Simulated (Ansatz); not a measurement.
**LiCl: how the settings move a single-point run**

Question: which choices in the input matter for LiCl? The cell is built on a prototype (CsCl type) and needn't be the phase found in nature.

Computed with Ansatz 0.2.0 (reference: DFT, PBEsol, plane waves, PAW, unless a step's input says otherwise).

4 further runs of the same task are left out: 4 that didn't finish.

## 1. The starting structure

It takes space group Pm-3m (No. 221, cubic). Conventional cell: a = 3.271 Å, b = 3.271 Å, c = 3.271 Å, α = 90.00°, β = 90.00°, γ = 90.00°. Around Li (site symmetry m-3m) lie 8 Cl at 2.83 Å. Around Cl (site symmetry m-3m) lie 8 Li at 2.83 Å.

Coordinates:

```
Li Cl
1.0
     3.27112    0.00000    0.00000
     0.00000    3.27112    0.00000
     0.00000    0.00000    3.27112
Li Cl
1 1
Direct
  0.00000 0.00000 0.00000
  0.50000 0.50000 0.50000
```

## 2. Reference

Contents of input.yaml:

```yaml
crystal:
  lattice:
    - [3.2711235777, 0.0, 0.0]
    - [0.0, 3.2711235777, 0.0]
    - [0.0, 0.0, 3.2711235777]
  atoms:
    - { symbol: Li, position: [0.0, 0.0, 0.0] }
    - { symbol: Cl, position: [0.5, 0.5, 0.5] }
kpoints:
  mp_grid: { grid: [6, 6, 6] }
hamiltonian:
  xc: pbesol
scf:
  occupations: { method: fixed }
  n_extra_bands: 4
output:
  forces: true
  stress: true
  eigenvalues: true
  write_density: true
  write_potential: true
  elf: true
  volumetric_format: npy
```

Started as:

```
$ ansatz run input.yaml --threads 4 --pin off --max-ram 3686MiB --backend cpu --events-out ev --progress --plain --runs-dir out
```

## 3. Changing settings: ecutrho_ratio 12

input.yaml, as its differences from that of step 2:

```diff
@@ -15,2 +15,3 @@
   n_extra_bands: 4
+  max_iter: 70
 output:
@@ -19,5 +20,3 @@
   eigenvalues: true
-  write_density: true
-  write_potential: true
-  elf: true
-  volumetric_format: npy
+basis:
+  ecutrho_ratio: 12
```

## 4. Changing settings: xc lda

input.yaml, as its differences from that of step 2:

```diff
@@ -11,3 +11,3 @@
 hamiltonian:
-  xc: pbesol
+  xc: lda
 scf:
@@ -19,5 +19 @@
   eigenvalues: true
-  write_density: true
-  write_potential: true
-  elf: true
-  volumetric_format: npy
```

## 5. Changed: xc mr2scan

input.yaml, as its differences from that of step 2:

```diff
@@ -11,3 +11,3 @@
 hamiltonian:
-  xc: pbesol
+  xc: mr2scan
 scf:
@@ -19,5 +19 @@
   eigenvalues: true
-  write_density: true
-  write_potential: true
-  elf: true
-  volumetric_format: npy
```

What does the calculation give? Wanted: for each run, ending; energy change; pressure; gap; force.

As calculated:

| run | ending | energy change | pressure (GPa) | gap (eV) | force (eV/Å) | cycles | time |
| --- | --- | --- | --- | --- | --- | --- | --- |
| reference | converged | 0 | -1.2 | 4.26 | 0.00 | 6 | 1.1 s |
| 1: ecutrho_ratio 12 | converged | 0.0 meV/atom | -1.2 | 4.26 | 0.00 | 6 | 1.3 s |
| 2: xc lda | converged | not comparable | -2.9 | 4.14 | 0.00 | 6 | 0.79 s |
| 3: xc mr2scan | converged | not comparable | 0.0 | 5.25 | 0.00 | 6 | 1.5 s |

Times don't compare one to one where runs were asked for different outputs or read a saved state (see the inputs); cycles may leave out searches for a lower state.

Residual by cycle in the longest SCF loop of each run; runs are numbered as in the table. The quantity is the density residual dr2, in eV.

```
cycle  reference    run 1    run 2   run 3
    1    0.00885  0.00885   0.0153  0.0029
    2     2.4e-4   2.4e-4  0.00129  8.0e-4
    3     4.0e-5   4.0e-5   1.8e-4  1.2e-4
    4     1.6e-7   1.6e-7   9.3e-7  2.5e-6
    5     4.8e-9   4.5e-9   3.0e-9  1.1e-8
    6    6.4e-11  5.0e-11  3.8e-11  1.7e-9
```

**Reading.** «ecutrho_ratio 12» leaves the energy as it was. The pressure spans -2.9 to 0.0 GPa over the reference and the converged variants. The gap spans 4.14 to 5.25 eV over the reference and the converged variants.
